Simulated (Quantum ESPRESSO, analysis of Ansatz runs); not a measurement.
# Migration in Al2O3 (R-3c): V_O hop (2.5 Å), charge 0 (Quantum ESPRESSO), part 2 of 3

Wanted: path and barrier of a jump of O in Al2O3 (R-3c) at charge 0. The case: V_O hop (2.5 Å), in a cell of 80 host atoms with 1 O taken out.

Quantum ESPRESSO 7.5; Quantum ESPRESSO plane-wave DFT, PBEsol, GBRV 1.5 PBEsol potentials; nudged elastic band between two relaxed defect structures.

So far: The starting structure; Relaxation of the start point, charge 0.

**3. Relaxation of the end point, charge 0**

Level of this step: Quantum ESPRESSO plane-wave DFT, PBEsol, GBRV 1.5 PBEsol potentials; relaxation of all atoms of a defect supercell (Quantum ESPRESSO).

The end point is relaxed in the same cell and settings, so that the two energies compare. Atoms more than 3.2 Å from the middle of the hop start where the first relaxation left them, the nearer ones on or close to their ideal places, with small random displacements.

The input, pw.in:

```
&CONTROL
  calculation = 'relax'
  prefix = 'pwscf'
  outdir = './tmp'
  pseudo_dir = './pseudo'
  tprnfor = .true.
  disk_io = 'low'
  nstep = 70
  forc_conv_thr = 0.0012
  etot_conv_thr = 0.0001
/
&SYSTEM
  ibrav = 0
  nat = 79
  ntyp = 2
  ecutwfc = 36
  ecutrho = 288
  nbnd = 193
  occupations = 'fixed'
  nosym = .true.
/
&ELECTRONS
  conv_thr = 8d-08
  electron_maxstep = 100
  mixing_beta = 0.5
/
&IONS
  ion_dynamics = 'bfgs'
/
ATOMIC_SPECIES
Al    26.9815 al_pbesol_v1.uspp.F.UPF
O     15.9990 o_pbesol_v1.2.uspp.F.UPF
CELL_PARAMETERS angstrom
   4.7750098375    2.7568532680    8.6755442391
  -4.7750098375    2.7568532680    8.6755442391
   0.0000000000   -5.5137065361    8.6755442391
ATOMIC_POSITIONS crystal
Al     0.3239907229    0.3249374524    0.3244546908
Al     0.4259733892    0.4270710318    0.4249870461
[... 13 atom lines left out ...]
O      0.4721281291    0.1255123090    0.7784718571
[... 24 atom lines left out ...]
Al     0.8241765761    0.3245478719    0.3227086622
[... 3 atom lines left out ...]
O      0.7220695708    0.0271248267    0.3747437036
O      0.9715206217    0.1252227381    0.2789891855
[... 5 atom lines left out ...]
Al     0.5731585369    0.0737408300    0.5738895478
Al     0.6753804133    0.1772030833    0.6754233777
O      0.7221565617    0.0277835221    0.8740677314
[... 2 atom lines left out ...]
O      0.8741183967    0.2226625631    0.5287562037
[... 3 atom lines left out ...]
Al     0.9263525644    0.9265657750    0.4247884696
[... 8 atom lines left out ...]
Al     0.8246724736    0.8228616016    0.8245832896
[... 8 atom lines left out ...]
O      0.6244206834    1.2787565439    0.4710949416
K_POINTS gamma
```

Command:

```sh
$ OMP_NUM_THREADS=1 mpirun -n 4 pw.x -in pw.in > pw.out
```

What it wrote:

```text
[shortened: banners, details of potentials and solvers, and blank lines are left out]
[banner, memory and clock lines left out]
     gamma-point specific algorithms are used
     one sub-group per band group will be used
     bravais-lattice index     =            0
     lattice parameter (alat)  =      19.4252  a.u.
     unit-cell volume          =    4624.1563 (a.u.)^3
     number of atoms/cell      =           79
     number of atomic types    =            2
     number of electrons       =       378.00
     number of Kohn-Sham states=          193
     kinetic-energy cutoff     =      36.0000  Ry
     charge density cutoff     =     288.0000  Ry
     scf convergence threshold =      8.0E-08
     mixing beta               =       0.5000
     number of iterations used =            8  plain     mixing
     energy convergence thresh.=      1.0E-04
     force convergence thresh. =      1.2E-03
     Exchange-correlation= SLA  PW   PSX  PSC
                           (   1   4  10   8   0   0   0)
     nstep                     =           70
     crystal axes: (cart. coord. in units of alat)
               a(1) = (   0.464522   0.268192   0.843974 )
               a(2) = (  -0.464522   0.268192   0.843974 )
               a(3) = (   0.000000  -0.536384   0.843974 )
     PseudoPot. # 1 for Al read from file:
     al_pbesol_v1.uspp.F.UPF
     Pseudo is Ultrasoft + core correction, Zval =  3.0
[...]
PseudoPot. # 2 for O  read from file:
     o_pbesol_v1.2.uspp.F.UPF
     Pseudo is Ultrasoft + core correction, Zval =  6.0
[...]
atomic species   valence    mass     pseudopotential
     Al                3.00    26.98150     Al( 1.00)
     O                 6.00    15.99900     O ( 1.00)
     No symmetry found
     site n.     atom                  positions (alat units)
         1        Al     tau(   1) = (  -0.0004398   0.0000050   0.8215098  )
         2        Al     tau(   2) = (  -0.0005099   0.0008234   1.0786253  )
         3        Al     tau(   3) = (  -0.0001857   0.0000294   0.1871850  )
         4        Al     tau(   4) = (  -0.0020656  -0.0006254   0.4459966  )
         5        O      tau(   5) = (   0.0897425  -0.1340255   0.5273595  )
         6        O      tau(   6) = (   0.1608335   0.0110676   0.7386432  )
         7        O      tau(   7) = (  -0.1622645  -0.0117066   0.5272852  )
         8        O      tau(   8) = (   0.0708368   0.1451489   0.5271024  )
[...]
number of k points=     1
                       cart. coord. in units 2pi/alat
        k(    1) = (   0.0000000   0.0000000   0.0000000), wk =   2.0000000
     Dense  grid:   190929 G-vectors     FFT dimensions: ( 108, 108, 108)
     Smooth grid:    67502 G-vectors     FFT dimensions: (  75,  75,  75)
     starting charge     377.9246, renormalised to     378.0000
     Self-consistent Calculation
     iteration #  1     ecut=    36.00 Ry     beta= 0.50
     total energy              =   -1734.12214031 Ry
     estimated scf accuracy    <      15.00116504 Ry
     iteration #  2     ecut=    36.00 Ry     beta= 0.50
     total energy              =   -1738.52693622 Ry
     estimated scf accuracy    <       1.45170937 Ry
     iteration #  3     ecut=    36.00 Ry     beta= 0.50
     total energy              =   -1738.59377182 Ry
     estimated scf accuracy    <       0.15063694 Ry
[...]
estimated scf accuracy    <       0.00006460 Ry
     iteration #  8     ecut=    36.00 Ry     beta= 0.50
     total energy              =   -1738.63407158 Ry
     estimated scf accuracy    <       0.00000533 Ry
     iteration #  9     ecut=    36.00 Ry     beta= 0.50
     total energy              =   -1738.63407326 Ry
     estimated scf accuracy    <       0.00000014 Ry
     iteration # 10     ecut=    36.00 Ry     beta= 0.50
     End of self-consistent calculation
          k = 0.0000 0.0000 0.0000 (  8449 PWs)   bands (ev):
   -11.7512 -10.7938 -10.7457 -10.6612 -10.6458 -10.6184 -10.6149 -10.5986
   -10.5877 -10.5832 -10.5712 -10.3310  -9.9291  -9.9177  -9.8538  -9.7085
    -9.6900  -9.6270  -9.5192  -9.5041  -9.4550  -9.3898  -9.2689  -9.2351
    -9.2161  -9.1578  -9.1336  -9.1270  -9.1185  -9.1096  -9.1049  -9.0932
    -9.0405  -9.0187  -8.9942  -8.9788  -8.9760  -8.9706  -8.9580  -8.9523
    -8.9492  -8.9387  -8.7999  -8.7610  -8.7251  -8.7062  -8.6995   0.4582
     0.8675   0.8902   0.8941   0.9184   0.9470   0.9980   1.1509   1.2353
     1.2486   1.4511   1.5587   1.6474   1.7001   1.7303   1.7719   1.8400
[...]
15.2227
     highest occupied, lowest unoccupied level (ev):    10.1408   13.6942
!    total energy              =   -1738.63407326 Ry
     estimated scf accuracy    <       0.00000004 Ry
     The total energy is the sum of the following terms:
     one-electron contribution =    -325.04868684 Ry
     hartree contribution      =     435.88427855 Ry
     xc contribution           =    -486.02506298 Ry
     ewald contribution        =   -1363.44460200 Ry
     convergence has been achieved in  10 iterations
     Forces acting on atoms (cartesian axes, Ry/au):
     atom    1 type  1   force =     0.00762155   -0.00421283   -0.01256361
     atom    2 type  1   force =     0.00687716   -0.00403771    0.00531221
     atom    3 type  1   force =     0.00129293    0.00207540   -0.00133670
     atom    4 type  1   force =     0.01721841    0.00356727   -0.00153740
     atom    5 type  2   force =    -0.00064718    0.00094315    0.00075551
     atom    6 type  2   force =    -0.00128677   -0.00081181   -0.00079115
     atom    7 type  2   force =     0.00026888    0.00461880   -0.00086228
     atom    8 type  2   force =    -0.00334351   -0.00416857    0.00155094
[...]
Total force =     0.091547     Total SCF correction =     0.000124
     BFGS Geometry Optimization
     Energy error            =      8.4E-03 Ry
     Gradient error          =      3.3E-02 Ry/Bohr
     number of scf cycles    =   1
     number of bfgs steps    =   0
     energy             new  =   -1738.6340732580 Ry
     new trust radius        =       0.0395615171 bohr
     new conv_thr            =       0.0000000800 Ry
ATOMIC_POSITIONS (crystal)
Al               0.3240228212        0.3241249132        0.3244687961
Al               0.4263332961        0.4266687965        0.4253534001
Al               0.0738592968        0.0741157034        0.0737334877
Al               0.1745743175        0.1771128919        0.1766672759
O                0.2216010016        0.0284796368        0.3748182945
O                0.4716139218        0.1255222431        0.2780122513
O                0.0264676085        0.3757526723        0.2224918897
O                0.3743446370        0.2222212670        0.0280768558
[...]
Self-consistent Calculation
[...]
iteration #  3     ecut=    36.00 Ry     beta= 0.50
     total energy              =   -1738.64538574 Ry
     estimated scf accuracy    <       0.00000044 Ry
     iteration #  4     ecut=    36.00 Ry     beta= 0.50
     total energy              =   -1738.64538581 Ry
     estimated scf accuracy    <       0.00000004 Ry
     iteration #  5     ecut=    36.00 Ry     beta= 0.50
     total energy              =   -1738.64538581 Ry
     estimated scf accuracy    <          7.0E-09 Ry
     iteration #  6     ecut=    36.00 Ry     beta= 0.50
[...]
k = 0.0000 0.0000 0.0000 (  8449 PWs)   bands (ev):
   -11.7246 -10.7482 -10.7223 -10.6101 -10.6078 -10.5947 -10.5938 -10.5852
   -10.5762 -10.5655 -10.5367 -10.3749  -9.9149  -9.8936  -9.8403  -9.6697
    -9.6615  -9.6367  -9.5058  -9.4927  -9.4379  -9.3624  -9.2316  -9.2118
    -9.1766  -9.1285  -9.1162  -9.1126  -9.1043  -9.1012  -9.0945  -9.0556
    -9.0308  -8.9833  -8.9813  -8.9683  -8.9606  -8.9577  -8.9526  -8.9443
    -8.9376  -8.9282  -8.7710  -8.7379  -8.7039  -8.7003  -8.6834   0.4863
     0.9001   0.9119   0.9160   0.9411   0.9628   1.0239   1.1470   1.2672
     1.2708   1.4770   1.5616   1.6728   1.7186   1.7744   1.7782   1.8498
[...]
highest occupied, lowest unoccupied level (ev):     9.6769   13.6874
!    total energy              =   -1738.64538581 Ry
     estimated scf accuracy    <          3.9E-10 Ry
[...]
convergence has been achieved in   6 iterations
     Forces acting on atoms (cartesian axes, Ry/au):
     atom    1 type  1   force =     0.00031388   -0.00056615    0.00015370
     atom    2 type  1   force =    -0.00089318    0.00035914   -0.00018914
     atom    3 type  1   force =     0.00015485    0.00004533    0.00033130
     atom    4 type  1   force =     0.00026482   -0.00022134    0.00031989
     atom    5 type  2   force =     0.00055321    0.00031077    0.00041857
     atom    6 type  2   force =     0.00007917    0.00029239   -0.00021506
     atom    7 type  2   force =     0.00007477    0.00062344   -0.00008871
     atom    8 type  2   force =     0.00014576   -0.00012278    0.00019552
[...]
Total force =     0.004760     Total SCF correction =     0.000038
[...]
number of scf cycles    =   9
     number of bfgs steps    =   8
     energy             old  =   -1738.6453281018 Ry
     energy             new  =   -1738.6453858134 Ry
     CASE: energy            _new < energy            _old
     new trust radius        =       0.0027759099 bohr
[...]
ATOMIC_POSITIONS (crystal)
Al               0.3233769781        0.3242354670        0.3237478805
Al               0.4257989728        0.4264249358        0.4256735013
Al               0.0730130413        0.0720747996        0.0762792606
Al               0.1761060009        0.1758020287        0.1760541446
O                0.2221275403        0.0280778367        0.3748148891
O                0.4715667732        0.1252110473        0.2781975253
O                0.0280984636        0.3749021828        0.2220782714
O                0.3751978429        0.2218144135        0.0275682989
[...]
Self-consistent Calculation
     iteration #  1     ecut=    36.00 Ry     beta= 0.50
     total energy              =   -1738.64541570 Ry
     estimated scf accuracy    <       0.00001444 Ry
     iteration #  2     ecut=    36.00 Ry     beta= 0.50
     total energy              =   -1738.64541697 Ry
     estimated scf accuracy    <       0.00000156 Ry
     iteration #  3     ecut=    36.00 Ry     beta= 0.50
     total energy              =   -1738.64541719 Ry
     estimated scf accuracy    <       0.00000022 Ry
     iteration #  4     ecut=    36.00 Ry     beta= 0.50
     total energy              =   -1738.64541722 Ry
     estimated scf accuracy    <       0.00000002 Ry
     iteration #  5     ecut=    36.00 Ry     beta= 0.50
     total energy              =   -1738.64541722 Ry
     estimated scf accuracy    <          3.0E-09 Ry
     iteration #  6     ecut=    36.00 Ry     beta= 0.50
     End of self-consistent calculation
          k = 0.0000 0.0000 0.0000 (  8449 PWs)   bands (ev):
   -11.7246 -10.7477 -10.7229 -10.6103 -10.6071 -10.5947 -10.5937 -10.5858
   -10.5762 -10.5654 -10.5363 -10.3744  -9.9147  -9.8935  -9.8404  -9.6694
    -9.6612  -9.6378  -9.5056  -9.4923  -9.4375  -9.3625  -9.2315  -9.2117
    -9.1766  -9.1288  -9.1157  -9.1122  -9.1046  -9.1013  -9.0949  -9.0553
    -9.0314  -8.9835  -8.9812  -8.9676  -8.9607  -8.9577  -8.9521  -8.9450
    -8.9384  -8.9269  -8.7708  -8.7373  -8.7045  -8.6997  -8.6831   0.4862
     0.9006   0.9120   0.9155   0.9414   0.9628   1.0237   1.1470   1.2668
     1.2705   1.4774   1.5617   1.6732   1.7181   1.7751   1.7784   1.8498
[...]
14.9901
     highest occupied, lowest unoccupied level (ev):     9.6731   13.6876
!    total energy              =   -1738.64541722 Ry
     estimated scf accuracy    <          1.7E-10 Ry
     The total energy is the sum of the following terms:
     one-electron contribution =    -322.31086074 Ry
     hartree contribution      =     434.67495056 Ry
     xc contribution           =    -485.95839000 Ry
     ewald contribution        =   -1365.05111704 Ry
     convergence has been achieved in   6 iterations
     Forces acting on atoms (cartesian axes, Ry/au):
     atom    1 type  1   force =     0.00026202   -0.00019419    0.00015828
     atom    2 type  1   force =    -0.00080799    0.00021306   -0.00037687
     atom    3 type  1   force =    -0.00004293   -0.00026302    0.00024211
     atom    4 type  1   force =    -0.00011147   -0.00016724    0.00038743
     atom    5 type  2   force =     0.00034935    0.00031700    0.00023331
     atom    6 type  2   force =     0.00010015    0.00034392   -0.00004032
     atom    7 type  2   force =     0.00011614    0.00032667    0.00000684
     atom    8 type  2   force =     0.00003692   -0.00011986    0.00004518
[...]
Total force =     0.003512     Total SCF correction =     0.000028
     Energy error            =      3.1E-05 Ry
     Gradient error          =      9.3E-04 Ry/Bohr
     bfgs converged in  10 scf cycles and   9 bfgs steps
     (criteria: energy <  1.0E-04 Ry, force <  1.2E-03 Ry/Bohr)
     End of BFGS Geometry Optimization
     Final energy             =   -1738.6454172231 Ry
Begin final coordinates
ATOMIC_POSITIONS (crystal)
Al               0.3233769781        0.3242354670        0.3237478805
Al               0.4257989728        0.4264249358        0.4256735013
Al               0.0730130413        0.0720747996        0.0762792606
Al               0.1761060009        0.1758020287        0.1760541446
O                0.2221275403        0.0280778367        0.3748148891
O                0.4715667732        0.1252110473        0.2781975253
O                0.0280984636        0.3749021828        0.2220782714
O                0.3751978429        0.2218144135        0.0275682989
[...]
End final coordinates
```

Elapsed: 2.5 min, on 4 MPI ranks of Arm Neoverse V2, shared host; peak memory 0.99 GiB.

Step by step:

| step | energy less that of the first step (eV) |
| --- | --- |
| 0 | 0.0000 |
| 1 | -0.0801 |
| 2 | -0.1200 |
| 3 | -0.1344 |
| 4 | -0.1444 |
| 5 | -0.1491 |
| 6 | -0.1518 |
| 7 | -0.1531 |
| 8 | -0.1539 |
| 9 | -0.1543 |

The atoms that moved most (Å):

| atom | dx | dy | dz | length |
| --- | --- | --- | --- | --- |
| Al70 | -0.047 | 0.077 | -0.055 | 0.106 |
| Al61 | -0.038 | -0.081 | 0.055 | 0.105 |
| O79 | 0.023 | -0.014 | 0.005 | 0.027 |
| Al4 | 0.023 | 0.006 | -0.004 | 0.024 |
| O16 | 0.018 | 0.010 | -0.010 | 0.023 |
| Al3 | 0.006 | -0.021 | -0.004 | 0.022 |
| Al63 | 0.004 | 0.022 | 0.002 | 0.022 |
| Al33 | -0.015 | -0.013 | 0.002 | 0.020 |

Neighbours of O79 at the end:

| atom | distance (Å) |
| --- | --- |
| Al41 | 1.865 |
| Al2 | 1.880 |
| Al53 | 1.965 |
| Al52 | 1.965 |
| O16 | 2.513 |
| O57 | 2.611 |
| O18 | 2.631 |
| O45 | 2.719 |
| O56 | 2.735 |
| O47 | 2.738 |
| O64 | 2.738 |

Read from the output:

- highest filled level: 9.673 eV
- lowest empty level: 13.69 eV
- r.m.s. move of the farther half of the atoms: 0.006003 Å
- largest move from the ideal geometry of this structure, a common shift of the far atoms taken out: 0.09764 Å

The relaxation gained 0.154 eV and ended with a largest force component of 0.024 eV/Å. The end lies within 1 meV of the start.

(Continued in part 3 of 3.)

[Logs are printed without paths, hosts, clocks, repeated set-up lines and the standing remarks that a program may print on its own settings, such as how far it seeks lower states.]

[Hosts, paths, dates, database ids (printed as entryN), source tags and the programs' standing remarks are cut or masked in the printed files.]
